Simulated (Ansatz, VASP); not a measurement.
## Os in VASP and in Ansatz

INCAR

```
SYSTEM = Os
  PREC = Accurate
  ENCUT = 520
  EDIFF = 1E-7
  ISMEAR = -1
  SIGMA = 0.08
  LREAL = .FALSE.
  LASPH = .TRUE.
  NELM = 80
  ALGO = Normal
  ISIF = 2
  LWAVE = .FALSE.
  LCHARG = .FALSE.
  GGA = PE
  NBANDS = 10
```

KPOINTS

```
Automatic mesh
0
G
  17 17 17
  0 0 0
```

POSCAR

```
Os
1.0
    2.1574470586      0.0000000000      0.0000000000
    0.0000000000      2.1574470586      0.0000000000
    0.0000000000      0.0000000000      2.1574470586
Os
1
Direct
    0.0000000000      0.0000000000      0.0000000000
```

Input for Ansatz:

```yaml
crystal:
  lattice:
    - [2.1574470586, 0.0, 0.0]
    - [0.0, 2.1574470586, 0.0]
    - [0.0, 0.0, 2.1574470586]
  atoms:
    - { symbol: Os, position: [0.0, 0.0, 0.0] }
kpoints:
  mp_grid: { grid: [17, 17, 17] }
  band_path:
    path:
      - [0.0, 0.0, 0.0]
      - [0.0, 0.5, 0.0]
      - [0.5, 0.5, 0.0]
      - [0.0, 0.0, 0.0]
      - [0.5, 0.5, 0.5]
      - [0.0, 0.5, 0.0]
      - [0.5, 0.5, 0.5]
      - [0.5, 0.5, 0.0]
    npoints: 8
scf:
  occupations: { method: fermi_dirac, width: 0.08 }
hamiltonian:
  xc: pbe
  pseudopotentials: { kind: all_electron, lapw: { basis_error: 0.001 } }
output:
  forces: true
  stress: true
  eigenvalues: true
  populations: true
  dos: { projected: true, de: 0.2, e_range: [-14, 8] }
```

Change from the starting cell: volume scaled by 0.6, LAPW.

Alike in both runs: task single point; functional PBE; k mesh 17 × 17 × 17; occupations fermi-dirac, width 0.08 eV; no spin polarisation.

|  | VASP | Ansatz |
| --- | --- | --- |
| version | VASP 6.6.1 | Ansatz 0.2.0 |
| potentials or method | VASP PAW PBE potentials, release 64 (Os) | all-electron LAPW, scalar-relativistic |
| plane-wave cutoff (eV) | 520 | see its input |

Ansatz gave:

| Quantity | Value |
| --- | --- |
| pressure (GPa) | 433.8 |

Q: Which values does VASP return?

A: Pressure (GPa): 436.1.

Ansatz ran all-electron here, so the differences hold the error of VASP's frozen core and of both bases.

Caveats: the cell as given lies far from equilibrium; so large a pressure means that the cell lies far from this level's equilibrium, or that cutoff or potentials fall short (VASP). Spin-orbit coupling is left out, which matters for the levels of Os.
